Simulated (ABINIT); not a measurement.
Runs of ABINIT 10.8.3 (patched build) on TiO2. The structure is tetragonal, space group P4_2/mnm (No. 136). The conventional cell has a = 4.600 Å, b = 4.600 Å, c = 2.959 Å, α = 90.00°, β = 90.00°, γ = 90.00°. Ti (site symmetry mmm) has 6 O at 1.95 to 1.98 Å as nearest neighbours. O (site symmetry m2m) is surrounded by 3 Ti at 1.95 to 1.98 Å. The cell is a database's computed one.

| level | potentials or basis | k mesh | mesh quality | gap on the mesh (eV) | pressure (GPa) | largest force (eV/Å) |
| --- | --- | --- | --- | --- | --- | --- |
| PBE | JTH PAW PBE v2.0 | 5 × 5 × 7 | not flagged | 1.86 | 4.5 | 0.01 |
| PBE | JTH PAW PBE v2.0 | 4 × 4 × 5 | coarse | 1.86 | 4.5 | - |
| PBE | JTH PAW PBE v2.0 | 2 × 2 × 4 | coarse | 1.82 | 4.7 | 0.01 |
| LDA | JTH PAW LDA v2.0 | 2 × 2 × 4 | coarse | 1.74 | (b) | 0.14 |
| PBEsol | JTH PAW PBE v2.0 | 2 × 2 × 4 | coarse | 1.79 | -1.9 | (a) |
| PBEsol | JTH PAW PBE v2.0 | 5 × 5 × 7 | not flagged | 1.82 | -2.2 | 0.05 |
| LDA | JTH PAW LDA v2.0 | 5 × 5 × 7 | not flagged | 1.77 | -8.8 | 0.12 |
| LDA | JTH PAW LDA v2.0 | 4 × 4 × 5 | coarse | 1.77 | -8.8 | 0.13 |
| PBEsol | JTH PAW PBE v2.0 | 4 × 4 × 5 | coarse | 1.82 | -2.2 | 0.05 |

Alike in all rows: task single point; no spin polarisation; cell as given; cutoff (eV) 626; smearing fermi-dirac 0.05 eV.

**Question.** Fill in the values left out.

**Answer.** (a) 0.06; (b) -8.5.

Caveats: some runs use coarse meshes; the atomic spheres overlap; an odd mesh through Γ misses points on the zone boundary, where band edges often lie (some runs); the PAW data sets were made with another functional, which shifts forces and pressure a little (some runs).
